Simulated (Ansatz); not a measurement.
Crystal structures of caesium under PBE

Level of theory: DFT, PBE, plane waves (420 eV) with PAW, scalar-relativistic (Ansatz).

Each structure is relaxed within its own symmetry, so a high-lying one may be dynamically unstable.

| structure | ΔE (meV/atom) | V (Å³/atom) | cell | magnetic state |
| --- | --- | --- | --- | --- |
| dhcp | -2 | 116.81 | a = 5.479 Å, c = 17.970 Å (c/a = 3.280) | spin not included |
| hcp | -1 | 116.84 | a = 5.481 Å, c = 8.982 Å (c/a = 1.639) | spin not included |
| fcc | -1 | 116.48 | a = 7.752 Å | spin not included |
| bcc | 0 | 116.55 | a = 6.154 Å | spin not included |
| A15 | 8 | 117.60 | a = 9.799 Å | spin not included |
| omega (AlB2-type) | 8 | 117.52 | a = 8.783 Å, c = 5.277 Å (c/a = 0.601) | spin not included |
| simple cubic | 92 | 127.60 | a = 5.034 Å | spin not included |
| diamond | 253 | 185.18 | a = 11.400 Å | spin not included |

ΔE counts from bcc.

Differences under about 8 meV lie within the error of the k-point mesh.
